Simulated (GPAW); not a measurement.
# ZnS (Wurtzite-2H) (P6_3mc) in GPAW: a series of runs, part 2 of 2

GPAW 26.7.0. The steps go on from the part before.

### 3 Band structure, BP86

File run.py:

```python
from ase import Atoms
from ase.dft.bandgap import bandgap
from ase.io import write
from ase.units import GPa
from gpaw import GPAW, PW, setup_paths

setup_paths.insert(0, '.')

atoms = Atoms(['Zn', 'Zn', 'S', 'S'],
              cell=[[3.811, 0.0, 0.0],
                    [-1.9055, 3.3004228138, 0.0],
                    [0.0, 0.0, 6.234]],
              scaled_positions=[[0.6666666667, 0.3333333333, 0.5],
                                [0.3333333333, 0.6666666667, 0.0],
                                [0.6666666667, 0.3333333333, 0.885],
                                [0.3333333333, 0.6666666667, 0.385]],
              pbc=True)

calc = GPAW(mode=PW(600),
            xc='GGA_X_B88+GGA_C_P86',
            kpts={'size': (6, 6, 3), 'gamma': True},
            occupations={'name': 'fermi-dirac', 'width': 0.05},
            nbands=31,
            convergence={'density': 1e-05, 'energy': 1e-05},
            maxiter=150,
            txt='gpaw.txt')
atoms.calc = calc
energy = atoms.get_potential_energy()
forces = atoms.get_forces()
stress = atoms.get_stress()
calc.write('gs.gpw')
write('result.traj', atoms)
print(f'Energy: {energy:.6f} eV')
print('Forces (eV/A):')
print(forces.round(4))
print('Stress (GPa):', (stress / GPa).round(3))
print('Fermi level:', round(calc.get_fermi_level(), 4), 'eV')
print(f'Gap: {bandgap(calc)[0]:.4f} eV, direct: {bandgap(calc, direct=True)[0]:.4f} eV')

path = atoms.cell.bandpath('GMKGALHA,LM,KH', npoints=100, eps=1e-4)
bs_calc = calc.fixed_density(kpts=path, symmetry='off', nbands=48,
                             convergence={'bands': 'CBM+6.0', 'eigenstates': 1e-6}, txt='bands.txt')
bs = bs_calc.band_structure()
bs.write('bs.json')
print(f'Gap on the path: {bandgap(bs_calc)[0]:.4f} eV')
```

Potentials or basis: PAW data sets generated in the run's folder for this functional, pw.

Launch:

```bash
$ gpaw-setup -f GGA_X_B88+GGA_C_P86 S Zn
$ OMP_NUM_THREADS=1 python run.py
```

gpaw.txt:

```text
__  _  _
 | _ |_)|_||  |
 |__||  | ||/\| - 26.7.0

Input parameters:
  mode=PW(ecut=600.0),
  convergence={'density': 1e-05, 'energy': 1e-05},
  kpts=MonkhorstPack(size=(6, 6, 3), gamma=True),
  maxiter=150,
  nbands=31,
  occupations=Occupations(name='fermi-dirac', width=0.05),
  xc=XC(name='GGA_X_B88+GGA_C_P86')

Diagonalizing LCAO Hamiltonian
Converting LCAO to pw mode

            S

            Zn
        S

        Zn

Atoms  # Å, Bohr magnetons
|   | symbol |         x |        y |        z |    initial magnetic moments |
|---|--------|-----------|----------|----------|-----------------------------|
| 0 |     Zn |  1.905500 | 1.100141 | 3.117000 | ( 0.0000,  0.0000,  0.0000) |
| 1 |     Zn | -0.000000 | 2.200282 | 0.000000 | ( 0.0000,  0.0000,  0.0000) |
| 2 |      S |  1.905500 | 1.100141 | 5.517090 | ( 0.0000,  0.0000,  0.0000) |
| 3 |      S | -0.000000 | 2.200282 | 2.400090 | ( 0.0000,  0.0000,  0.0000) |

Unit cell  # Å
| periodic |         x |        y |        z |  lengths |     angles |
|----------|-----------|----------|----------|----------|------------|
|      yes |  3.811000 | 0.000000 | 0.000000 | 3.811000 |  90.000000 |
|      yes | -1.905500 | 3.300423 | 0.000000 | 3.811000 |  90.000000 |
|      yes |  0.000000 | 0.000000 | 6.234000 | 6.234000 | 120.000000 |

Number of symmetries: 6
Symmetry operations  # r_c * U_cc + t_c -> r_c
|   | kind |            matrix            |
|---|------|------------------------------|
| 0 |  σ   |  1, 1, 0,  0,-1, 0,  0, 0, 1 |
| 1 |  E   |  1, 0, 0,  0, 1, 0,  0, 0, 1 |
| 2 |  C3  |  0, 1, 0, -1,-1, 0,  0, 0, 1 |
| 3 |  σ   |  0,-1, 0, -1, 0, 0,  0, 0, 1 |
| 4 |  σ   | -1, 0, 0,  1, 1, 0,  0, 0, 1 |
| 5 |  C3  | -1,-1, 0,  1, 0, 0,  0, 0, 1 |

BZ-sampling:
  Number of BZ points: 108
  Number of IBZ points: 17

  Monkhorst-Pack size: [6, 6, 3]
  Monkhorst-Pack shift: [0.08333333333333333, 0.08333333333333333, 0.0]

K-points  # in reciprocal-cell coordinates
|     |                                coordinates |     weight |
|-----|--------------------------------------------|------------|
|   0 | (  0.00000000,   0.00000000,   0.00000000) | 0.00925926 |
|   1 | (  0.00000000,   0.00000000,   0.33333333) | 0.01851852 |
|   2 | (  0.16666667,   0.00000000,  -0.33333333) | 0.05555556 |
|   3 | (  0.16666667,   0.00000000,   0.00000000) | 0.05555556 |
|   4 | (  0.16666667,   0.00000000,   0.33333333) | 0.05555556 |
|   5 | (  0.33333333,  -0.16666667,   0.00000000) | 0.05555556 |
|   6 | (  0.33333333,  -0.16666667,   0.33333333) | 0.11111111 |
|   7 | (  0.33333333,   0.00000000,  -0.33333333) | 0.05555556 |
|   8 | (  0.33333333,   0.00000000,   0.00000000) | 0.05555556 |
|   9 | (  0.33333333,   0.00000000,   0.33333333) | 0.05555556 |
| ... |                                            |            |
|  16 | (  0.50000000,   0.50000000,   0.33333333) | 0.05555556 |

Plane wave coefficients: 2641
Cutoff: 600.0 eV

Spin-components: 1 (collinear spins)
Bands:           31
Projectors:      22
Spin-degeneracy: 2
Datatype:        complex128

Parallelization:
  kpt:    1
  domain: 1
  band:   1

Density:
  Valence electrons: 36.0
  Components: 1
  Grid points: [24 24 36]
  Charge: 0.0  # |e|

Potential:
  Grid points: [24 24 36]

species:
  Zn:
    name:    Zinc
    Z:       30.0
    valence: 12
    core:    18
    charge:  0.0  # [|e|]
    compensation charges:
      type: gauss
      rc: 0.37  # [Å]
      lmax: 2
    cutoffs:
      filter: 2.14  # [Å]
      core: 2.28  # [Å]
    projectors
    | kind |    occ | energy [eV] | rcut [Å] |
    |------|--------|-------------|----------|
    |   4s |  2.000 |      -6.160 |    1.286 |
    |   4p |  0.000 |      -1.203 |    1.270 |
    |   3d | 10.000 |     -10.291 |    1.180 |
    |    s |        |      21.052 |    1.286 |
    |    p |        |      26.009 |    1.270 |
    |    d |        |      16.920 |    1.180 |

    Using partial waves for Zn as LCAO basis

  S:
    name:    Sulfur
    Z:       16.0
    valence: 6
    core:    10
    charge:  0.0  # [|e|]
    compensation charges:
      type: gauss
      rc: 0.24  # [Å]
      lmax: 2
    cutoffs:
      filter: 1.77  # [Å]
      core: 1.66  # [Å]
    projectors
    | kind |    occ | energy [eV] | rcut [Å] |
    |------|--------|-------------|----------|
    |   3s |  2.000 |     -17.353 |    0.974 |
    |   3p |  4.000 |      -7.104 |    0.979 |
    |    s |        |       9.859 |    0.974 |
    |    p |        |      20.108 |    0.979 |
    |    d |        |       0.000 |    0.900 |

    Using partial waves for S as LCAO basis

Reference energy: -119479.075124  # eV

eigensolver:
  PPCG
  Converge bands: occupied
  niter=2

density mixing:
  MSR1-Mixer
  Pratt-step length: 0.05
  Maximum mixing coefficient: 0.75
  Old densities: 10
  SVD Regularization: 0.005
  Good broyden scale: 1.0
  Trust region scale: 1.0
  Backstep threshold: 4.0
  History deletion threshold: 6.0
  Fourier metric: weight=20.0, sigma=0.015

occupation numbers:
  Fermi-Dirac:
    width: 0.0500  # eV

poisson solver:
  ecut: 4800.0  # eV

xc functional:
  name: GGA_X_B88+GGA_C_P86 with 2 nearest neighbor stencil

convergence criteria:
- Maximum integral of absolute [dens]ity change: 1e-05 electrons / valence electron
- Maximum [total energy] change in last 3 cyles: 1e-05 eV / valence electron
- Maximum integral of absolute [eigenst]ate change: 4e-08 eV^2 / valence electron
maximum number of iterations: 150

SCF iterations
|iter     | |      energy | eigst |  dens |
|---------|-|-------------|-------|-------|
|iter:   1| |  -14.077280 | +0.08 |       |
|iter:   2| |  -13.912509 | -1.50 | -1.18 |
|iter:   3| |  -13.331694 | -1.37 | -1.22 |
|iter:   4| |  -13.331243 | -2.57 | -1.81 |
|iter:   5| |  -13.333451 | -3.67 | -2.24 |
|iter:   6| |  -13.333229 | -4.16 | -2.99 |
|iter:   7| |  -13.333263c| -4.96 | -3.60 |
|iter:   8| |  -13.333273c| -6.17 | -3.92 |
|iter:   9| |  -13.333273c| -8.17c| -5.15c|

Converged in 9 steps
Energy contributions relative to reference atoms: (reference = -119479.075124)

Energy contributions:
  Kinetic:          24.288732
  Coulomb:         -20.641785
  Zero:              0.106431
  External:          0.000000
  Xc:              -17.086651
  Entropy:          -0.000000
  Spinorbit:         0.000000
  ----------------------------
  Free energy:     -13.333273
  Extrapolated:    -13.333273

dipole moment: (-0.000001, 0.000001, -7.505449)  # |e|*Ang

Fermi level: 4.728
Eigenvalues  # (at kpt = [0.000, 0.000, 0.000])
| band index |      eig [eV] | occ [0-2] |
|------------|---------------|-----------|
|          0 |        -9.480 |     2.000 |
|        ... |               |           |
|         10 |        -2.121 |     2.000 |
|         11 |        -1.959 |     2.000 |
|         12 |        -1.443 |     2.000 |
|         13 |         2.866 |     2.000 |
|         14 |         2.866 |     2.000 |
|         15 |         3.711 |     2.000 |
[... 8 lines left out ...]
|         24 |        11.299 |     0.000 |
|         25 |        13.006 |     0.000 |
|        ... |               |           |
|         30 |        16.209 |     0.000 |

Gap: 2.187 eV
Transition (v -> c):
  (s=0, k=0, n=17, [0.00, 0.00, 0.00]) -> (s=0, k=0, n=18, [0.00, 0.00, 0.00])
No difference between direct/indirect transitions

Forces  # eV/Ang
|        x |        y |        z |
|----------|----------|----------|
| -0.00000 |  0.00000 |  0.32302 |  # Zn   0
| -0.00000 | -0.00000 |  0.32297 |  # Zn   1
| -0.00000 |  0.00000 | -0.32318 |  # S    2
|  0.00000 | -0.00000 | -0.32304 |  # S    3

Stress tensor  # eV/Ang^3
|         x |         y |         z |
|-----------|-----------|-----------|
| -0.018468 |  0.000000 |  0.000000 |
|  0.000000 | -0.018468 |  0.000000 |
|  0.000000 |  0.000000 | -0.006445 |

# Writing to gs.gpw (mode='')
```

It took 1.8 min on 1 thread of AMD EPYC 7R13 (Zen 3), shared host; peak memory 0.49 GiB.

Results:

| Quantity | Value |
| --- | --- |
| Free energy | -13.3333 eV |
| Pressure | 2.3 GPa |
| Largest force | 0.323 eV/Å |
| Band gap on the k mesh | 2.19 eV, direct |
| Band gap along the path | 2.19 eV, direct |

Forces in eV/Å, atoms in the order of the input:
```
Zn   0.000  0.000  0.323
Zn   0.000  0.000  0.323
S    0.000  0.000 -0.323
S    0.000  0.000 -0.323
```

Levels at the corners of the path, in eV from the valence-band top:
| point | band 16 | band 17 | band 18 | band 19 | band 20 | band 21 |
| --- | --- | --- | --- | --- | --- | --- |
| Γ | -0.01 | -0.01 | 0.00 | 2.19 | 2.95 | 6.26 |
| M | -2.25 | -1.56 | -0.98 | 3.59 | 4.22 | 5.17 |
| K | -2.21 | -2.21 | -2.21 | 4.47 | 5.88 | 5.88 |
| Γ | -0.01 | -0.01 | 0.00 | 2.19 | 2.95 | 6.26 |
| A | -0.45 | -0.45 | -0.45 | 3.46 | 3.46 | 6.69 |
| L | -1.66 | -1.53 | -1.53 | 3.58 | 3.58 | 5.12 |
| H | -3.11 | -1.25 | -1.25 | 4.51 | 4.51 | 6.47 |
| A | -0.45 | -0.45 | -0.45 | 3.46 | 3.46 | 6.69 |
| L | -1.66 | -1.53 | -1.53 | 3.58 | 3.58 | 5.12 |
| M | -2.25 | -1.56 | -0.98 | 3.59 | 4.22 | 5.17 |
| K | -2.21 | -2.21 | -2.21 | 4.47 | 5.88 | 5.88 |
| H | -3.11 | -1.25 | -1.25 | 4.51 | 4.51 | 6.47 |

### 4 Against experiment

Step 2. The gap isn't set beside the deposited one, since this odd mesh misses points on the zone boundary.

Step 3. A measured gap of ZnS is 3.911 eV (direct; 4 K; a printed reference work, monograph); the calculated 2.19 eV misses it by -1.72 eV. The value is that of BP86, without temperature or zero-point motion.
